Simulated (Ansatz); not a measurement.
Crystal: Au.

```
Au
1.0
     2.90000    0.00000    0.00000
    -1.45000    2.51147    0.00000
     0.00000    0.00000    4.88000
Au
2
Cartesian
  1.4500 0.8372 1.2200
  0.0000 1.6743 3.6600
```

This isn't the form of Au at room conditions, which is fcc.

Base run:

```yaml
Program: Ansatz 0.2.0
Functional: PBEsol
Potentials_or_basis: Ansatz PAW
Cutoff: "420 eV (not typed: the program's choice for these potentials)"
k_mesh: 11 × 11 × 6
Occupations: fermi-dirac, width 0.05 eV
Spin: spin-orbit coupling, no magnetisation
```

Its results: band gap on the k mesh none (metal or under the smearing width); pressure -8.0 GPa.

Q: The run is repeated on the same cell with these changes: spin from spin-orbit coupling, no magnetisation to no spin polarisation; potential files from those of the base run to others of the same set. What comes out?

A: Band gap on the k mesh none (metal or under the smearing width); pressure -6.4 GPa.

Caveats: the PAW data sets come from PBE, with cores solved anew for the run's functional, which leaves a small shift of forces and pressure; spin-orbit coupling is left out, which moves the levels of the heavy elements (some runs).
